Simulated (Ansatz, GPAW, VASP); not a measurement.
## BN: programs and potentials compared

```xyz
2
Lattice="0.0000 1.8130 1.8130 1.8130 0.0000 1.8130 1.8130 1.8130 0.0000" Properties=species:S:1:pos:R:3 pbc="T T T"
N     0.9065    0.9065    0.9065
B     0.0000    0.0000    0.0000
```

The cell is a database's computed one, not the measured one.

Alike in all runs: task single point; functional PBE; k mesh 13 × 13 × 13; occupations gaussian, width 0.024 eV; no spin polarisation; no spin-orbit coupling. Pressure is positive in compression and, in plane waves, holds the error of the finite cutoff.

```tsv
program and potentials	plane-wave cutoff (eV)	notes	pressure (GPa)
GPAW, GPAW PAW data sets (gpaw-data 1.2.1)	800	-	-1.60
Ansatz, all-electron LAPW, scalar-relativistic	-	-	?
VASP, PBE PAW files B, N, 520 eV	520	-	-0.17
```

**Question.** Estimate from the other rows what the run with Ansatz, all-electron LAPW, scalar-relativistic gave.

**Answer.** Pressure -0.41 GPa. The other rows, which needn't bracket it: pressure -1.60 to -0.17.
